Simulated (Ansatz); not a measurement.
**SiO2: how the ratio of density to wavefunction cutoff moves the results**

Method: DFT PBE, scalar-relativistic, plane waves, PAW in Ansatz 0.2.0.

```
Si O
1.0
     5.06052    0.00000    0.00000
    -2.53026    4.38254    0.00000
     0.00000    0.00000    5.54135
Si O
3 6
Direct
  0.00000 0.50000 0.33333
  0.50000 0.50000 0.66667
  0.50000 0.00000 0.00000
  0.58279 0.79139 0.83333
  0.79139 0.58279 0.50000
  0.79139 0.20861 0.16667
  0.41721 0.20861 0.83333
  0.20861 0.41721 0.50000
  0.20861 0.79139 0.16667
```

```json
{
  "plane-wave cutoff": "420 eV",
  "Γ-centred k-mesh": "6×6×4",
  "occupation rule": "Gaussian smearing, 0.02 eV",
  "spin treatment": "unpolarised",
  "valence charge of the PAW sets": "Si 4, O 6"
}
```

The atoms stay fixed while the ratio of density to wavefunction cutoff is varied. ΔE is the energy extrapolated to zero smearing, less that of the reference run (9). The cell isn't necessarily relaxed at this level. Pressure is positive in compression.

```csv
ratio,ΔE (meV/atom),P (GPa),largest change of a force component (eV/Å),gap on mesh (eV)
2,-5.30,5.69,0.005,5.718
3,0.10,4.97,0.000,5.722
9,0.00,4.98,0.000,5.722
```

This form isn't the usual stable structure of the compound.

Cost: 3 runs of about 0.36 core-minutes in all, on Intel Xeon Platinum 8259CL (Skylake/Cascade Lake) (shared hosts).